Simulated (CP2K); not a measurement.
The system is Bi2Se3 (Paraguanajuatite).

```
Bi Se
1.0
     9.84047    0.00000    0.00000
     8.96834    4.05016    0.00000
     8.96834    1.93118    3.56011
Bi Se
2 3
Direct
  0.59920 0.59920 0.59920
  0.40080 0.40080 0.40080
  0.78830 0.78830 0.78830
  0.21170 0.21170 0.21170
  0.00000 0.00000 0.00000
```

Program: CP2K 2026.2. Alike in all runs: task band structure; no spin polarisation; cell as given; k mesh 6 × 6 × 6; smearing fermi-dirac 0.05 eV.

Problem. Order these runs on this cell by their pressure, lowest first.
A. level revPBE; potentials or basis POTENTIAL_UZH Bi GTH-PBE-q5, Se GTH-PBE-q6; TZVP-MOLOPT-PBE-GTH basis; NGRIDS 5; points a segment of the path (NPOINTS) 6; bands added on the path 2; CUTOFF of the grids 450 Ry
B. level r2SCAN; potentials or basis POTENTIAL_UZH Bi GTH-SCAN-q5, Se GTH-SCAN-q6; TZVP-MOLOPT-SCAN-GTH basis; NGRIDS 4; points a segment of the path (NPOINTS) 8; bands added on the path 6; CUTOFF of the grids 675 Ry
C. level PBEsol; potentials or basis POTENTIAL_UZH Bi GTH-PBE-q5, Se GTH-PBE-q6; TZVP-MOLOPT-PBE-GTH basis; NGRIDS 5; points a segment of the path (NPOINTS) 8; bands added on the path 4; CUTOFF of the grids 450 Ry
D. level BLYP; potentials or basis GTH_POTENTIALS Bi GTH-BLYP-q5, Se GTH-BLYP-q6; TZVP-MOLOPT-PBE-GTH basis; NGRIDS 4; points a segment of the path (NPOINTS) 8; bands added on the path 4; CUTOFF of the grids 450 Ry

Solution. B (0.0 GPa), C (1.7 GPa), A (3.7 GPa), D (5.7 GPa).

Caveats: the basis of atomic orbitals isn't converged, which shifts pressures, moduli and gaps; the potentials were made for another functional, which shifts forces and pressure (some runs).

Runs at the PBE level aren't shown here.
